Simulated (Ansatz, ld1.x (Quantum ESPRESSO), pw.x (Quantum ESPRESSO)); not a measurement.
## What a changed setting does to a pw.x run (sc B)

Potential: norm-conserving RRKJ (Kleinman–Bylander form), ld1.x (Quantum ESPRESSO) 7.5, PBE; core [He], reference 2s2 2p1; waves: 2p (bound): rc 2.02 bohr; 3d channel at 0.05 Ry: rc 2.02 bohr; 2s (bound): rc 1.30 bohr; local part: the s channel; core correction: none; rho0 0.001.

The reference run (k-mesh 17³, cutoffs 70/280 Ry, Fermi–Dirac 0.01 Ry, mixing_beta 0.4, conv_thr 1e-9, no spin) gives -3.49 GPa at 6.721 Å³/atom, where all-electron LAPW gives -0.49 GPa. This run, with its own iteration cap, changes conv_thr to 1e-12.

```
&control
  calculation='scf', prefix='x', pseudo_dir='./', outdir='./tmp', tstress=.true., disk_io='none'
/
&system
  ibrav=0, nat=1, ntyp=1, ecutwfc=70, ecutrho=280, nbnd=8,
  occupations='smearing', smearing='fd', degauss=0.01
/
&electrons
  conv_thr=1e-12, mixing_beta=0.4, electron_maxstep=60
/
ATOMIC_SPECIES
B 1.0 B.UPF
CELL_PARAMETERS angstrom
  1.88717119 0.00000000 0.00000000
  0.00000000 1.88717119 0.00000000
  0.00000000 0.00000000 1.88717119
ATOMIC_POSITIONS crystal
B 0.0000 0.0000 0.0000
K_POINTS automatic
17 17 17 0 0 0
```

```bash
pw.x < B.scf.in > B.scf.out
```

Question: How does the run end?

Answer: It converges in 8 iterations; the free energy moves by +0.0 meV/atom and the pressure by +0.00 GPa. The result is that of the reference run.

```
Message from routine setup:
     using ibrav=0 with symmetry is DISCOURAGED, use correct ibrav instead
     lattice parameter (alat)  =       3.5662  a.u.
     unit-cell volume          =      45.3556 (a.u.)^3
     number of electrons       =         3.00
     number of Kohn-Sham states=            8
     kinetic-energy cutoff     =      70.0000  Ry
     charge density cutoff     =     280.0000  Ry
     scf convergence threshold =      1.0E-12
     Exchange-correlation= PBE
     number of k points=   165  Fermi-Dirac smearing, width (Ry)=  0.0100
     iteration #  1     ecut=    70.00 Ry     beta= 0.40
     total energy              =      -5.58836847 Ry
     estimated scf accuracy    <       0.00262262 Ry
     iteration #  2     ecut=    70.00 Ry     beta= 0.40
     total energy              =      -5.58861511 Ry
     estimated scf accuracy    <       0.00087730 Ry
     iteration #  3     ecut=    70.00 Ry     beta= 0.40
     total energy              =      -5.58864264 Ry
     estimated scf accuracy    <       0.00000275 Ry
     iteration #  4     ecut=    70.00 Ry     beta= 0.40
     total energy              =      -5.58864318 Ry
     estimated scf accuracy    <       0.00000019 Ry
     iteration #  5     ecut=    70.00 Ry     beta= 0.40
     total energy              =      -5.58864319 Ry
     estimated scf accuracy    <          1.1E-09 Ry
     iteration #  6     ecut=    70.00 Ry     beta= 0.40
     total energy              =      -5.58864319 Ry
     estimated scf accuracy    <          1.9E-10 Ry
     iteration #  7     ecut=    70.00 Ry     beta= 0.40
     total energy              =      -5.58864319 Ry
     estimated scf accuracy    <          1.8E-12 Ry
     iteration #  8     ecut=    70.00 Ry     beta= 0.40
     the Fermi energy is    10.3151 ev
!    total energy              =      -5.58864319 Ry
     estimated scf accuracy    <          3.2E-13 Ry
     smearing contrib. (-TS)   =      -0.00137102 Ry
     The total energy is F=E-TS. E is the sum of the following terms:
     one-electron contribution =       3.64296455 Ry
     hartree contribution      =       0.07379847 Ry
     xc contribution           =      -2.14363631 Ry
     ewald contribution        =      -7.16039889 Ry
     convergence has been achieved in   8 iterations
          total   stress  (Ry/bohr**3)                   (kbar)     P=      -34.93
     Message from routine punch:
     Nothing written, as per user request (disk_io='none')
```

The run took about 3.8 s on one core of a shared host (Neoverse-V1, 32 threads, 247 GiB, load 14).
